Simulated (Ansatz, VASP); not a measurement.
**Mo in VASP and in Ansatz**

```
Mo
1.0
    -1.56455    1.56455    1.56455
     1.56455   -1.56455    1.56455
     1.56455    1.56455   -1.56455
Mo
1
Direct
  0.00000 0.00000 0.00000
```

Alike in both runs: functional PBEsol; k mesh 16 × 16 × 16; occupations gaussian, width 0.1 eV; no spin polarisation.

Ansatz relaxed the structure, and its values are those at the end. VASP's run is a single point on that final structure, the one shown.

|  | VASP | Ansatz |
| --- | --- | --- |
| version | VASP 6.6.1 | Ansatz 0.2.0 |
| potentials or method | VASP PAW PBE potentials, release 64 (Mo_sv) | scalar-relativistic, plane waves, PAW |
| plane-wave cutoff (eV) | 520 | 420 |
| valence electrons in the cell | 14 | 14 |

Ansatz gave:

- gap on the k mesh at the Fermi level (eV): none
- pressure (GPa): 0.0

**Question.** Which values does VASP return?

**Answer.** gap on the k mesh at the Fermi level (eV): none; pressure (GPa): 0.5.

A gap of «none» marks a metal or a gap that the smearing closes. The functional is the same, so the differences come from potentials, cutoffs and numerics. Ansatz warned: «pseudo_functional_mismatch».

Caveats: the PAW data sets were made with another functional, which shifts forces and pressure a little (VASP).
